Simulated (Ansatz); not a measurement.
**LiH: the cell at several levels of theory**

The task here is to estimate one member of a computed series from the others.

Program: Ansatz 0.2.0. PAW datasets, plane waves, zero pressure. Simulation only: spin-unpolarised, and no claim that this is the phase found in nature.

## The system as given

This is the cell as the run starts from it, not yet at rest; its lengths are not the crystal's.

Space group P6_3mc (No. 186), hexagonal; conventional cell a = 2.417 Å, c = 3.947 Å, 4.99 Å³ an atom. Near Li stand 4 H at 1.48 Å; near H stand 4 Li at 1.48 Å.

As a file:

```
CELL_PARAMETERS angstrom
2.41716 0.00000 0.00000
-1.20858 2.09332 0.00000
0.00000 0.00000 3.94722
ATOMIC_POSITIONS crystal
Li 0.33333 0.66667 0.00000
Li 0.66667 0.33333 0.50000
H 0.33333 0.66667 0.37500
H 0.66667 0.33333 0.87500
```

Set-up of the first run:

The input, input.yaml:

```yaml
crystal:
  lattice:
    - [2.4171564782, 0.0, 0.0]
    - [-1.2085782391, 2.093318915, 0.0]
    - [0.0, 0.0, 3.9472165289]
  atoms:
    - { symbol: Li, position: [0.3333333333, 0.6666666667, 0.0] }
    - { symbol: Li, position: [0.6666666667, 0.3333333333, 0.5] }
    - { symbol: H, position: [0.3333333333, 0.6666666667, 0.375] }
    - { symbol: H, position: [0.6666666667, 0.3333333333, 0.875] }
kpoints:
  mp_grid: { grid: [12, 12, 6] }
hamiltonian:
  xc: pbe
scf:
  occupations: { method: fermi_dirac, width: 0.02 }
relax:
  f_tol: 0.005
  cell: {}
```

Launch:

```sh
$ ansatz run input.yaml --threads 2 --pin off --max-ram 2211MiB --backend cpu --events-out ev --progress --plain --runs-dir out
```

Steps of the session up to this table: Relaxing with PBE; Relaxation with r2SCAN; Relaxation with PBEsol; LDA: cell and atoms; HSE06: cell and atoms.

One table of the session follows, with a row left open; its other results are not shown here.

It belongs to the step «The cells side by side». 

| level | a (Å) | c (Å) | volume (Å³/atom) |
| --- | --- | --- | --- |
| PBE | 3.256 | 4.072 | 9.345 |
| r2SCAN | 3.256 | 4.068 | 9.337 |
| PBEsol | ? | ? | ? |
| LDA | 3.179 | 3.967 | 8.682 |
| HSE06 | 3.244 | 4.053 | 9.236 |

**Question.** Estimate the row for PBEsol.

The run gave: a (Å): 3.235; c (Å): 4.043; volume (Å³/atom): 9.158. In the column «a (Å)» it lies between LDA (3.179) and HSE06 (3.244).

In words: From the start to the first minimum the volume moved by +87.2 %. The volume runs from LDA (least) to PBE (most), a spread of 7.6 %, or 2.5 % in length if all axes shared it alike. The meshes differ: PBE 12×12×6, r2SCAN 12×12×6, PBEsol 12×12×6, LDA 12×12×6, HSE06 6×6×4. The cell started from the wurtzite prototype, but the relaxation took it to the higher symmetry P6_3/mmc (No. 194), so the name no longer describes it.

Caveats from the session: Warnings in the runs' records: structure snapped to symmetry.
